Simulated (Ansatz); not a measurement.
Rows from a G0W0 calculation on SrCl2 (fluorite (111) film, 3 layers) (Ansatz 0.2.0; G0W0 on LDA, plane waves, PAW; 3×3×1 mesh, 436 empty bands, screening to 36 eV), in eV. Spin-orbit coupling is left out.

```
row                      k  band   start       Σx  Σc at the solution      Vxc
  A                      Γ    v1  -7.464  -20.916               2.805  -16.819
  B  (0.000, 0.333, 0.000)    c1  -1.611   -5.236              -3.239  -10.227
  C                      Γ    c2  -1.766   -3.674              -2.393   -7.295
  D                      Γ    c1  -2.169   -4.239              -2.797   -8.303
  E  (0.000, 0.333, 0.000)    v1  -7.281  -20.716               2.797  -16.601
  F  (0.000, 0.333, 0.000)    c2  -1.159   -5.492              -3.202  -10.560
```

Question: Work out each quasiparticle level and how far it moved.

The quasiparticle equation reads E = start + Σx + Σc(E) − Vxc.

```
row  E (eV)  shift (eV)
  A  -8.755      −1.291
  B   0.142      +1.752
  C  -0.539      +1.227
  D  -0.902      +1.267
  E  -8.598      −1.318
  F   0.707      +1.866
```

The gap over the computed points goes from 5.11 eV to 7.70 eV.

Limits: not at the basis limit; coarse mesh for a sheet; no spin-orbit coupling.

[Paths, hosts, dates, memory and timing lines, banners, echoed tables and standing remarks are left out of the program output.]

[Logs are printed without paths, hosts, clocks, repeated set-up lines and the standing remarks that a program may print on its own settings, such as how far it seeks lower states.]

[Runs of the session that timed out or met a known fault of the program may be left out.]

[Cells called generated may have been cut or substituted from an entry of the Crystallography Open Database or the Materials Project.]

[Hosts, paths, dates, database ids (printed as entryN), source tags and the programs' standing remarks are cut or masked in the printed files.]
